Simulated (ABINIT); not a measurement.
Crystal: PbS.

```
Pb S
1.0
     2.11266    1.21975    3.45192
    -2.11266    1.21975    3.45192
     0.00000   -2.43949    3.45192
Pb S
1 1
Direct
  0.98057 0.98057 0.98057
  0.47504 0.47504 0.47504
```

The cell is a database's computed one.

- Program: ABINIT 10.8.3 (patched build)
- Task: single point
- Functional: PBE
- Potentials or basis: JTH PAW PBE v2.0
- Cutoff: 599 eV
- k mesh: 8 × 8 × 8
- Occupations: fermi-dirac, width 0.05 eV
- Spin: no spin polarisation

On this cell: pressure 1.0 GPa; largest force 0.019 eV/Å; band gap on the k mesh 0.46 eV, direct.

The same run follows on a disturbed copy (atoms moved at random, drawn with an rms of 0.05 Å):

```
CELL_PARAMETERS angstrom
2.11266 1.21975 3.45192
-2.11266 1.21975 3.45192
0.00000 -2.43949 3.45192
ATOMIC_POSITIONS crystal
Pb 0.98892 0.97674 0.98424
S 0.49037 0.47636 0.46869
```

Task: What changes?

Result: The energy moves by +0.1 meV/atom; pressure 1.0 GPa; largest force 0.022 eV/Å; band gap on the k mesh 0.45 eV, direct.

Forces in eV/Å, atoms in the order of the input:
```
Pb   0.002  0.013 -0.018
S   -0.002 -0.013  0.018
```

Stress tensor (GPa, compression positive):
```
 1.00  0.01  0.00
 0.01  0.98 -0.05
 0.00 -0.05  0.97
```

Caveats: spin-orbit coupling is left out, which as a rule narrows the gap of such compounds by several tenths of an eV.

A k mesh can miss the band edges.
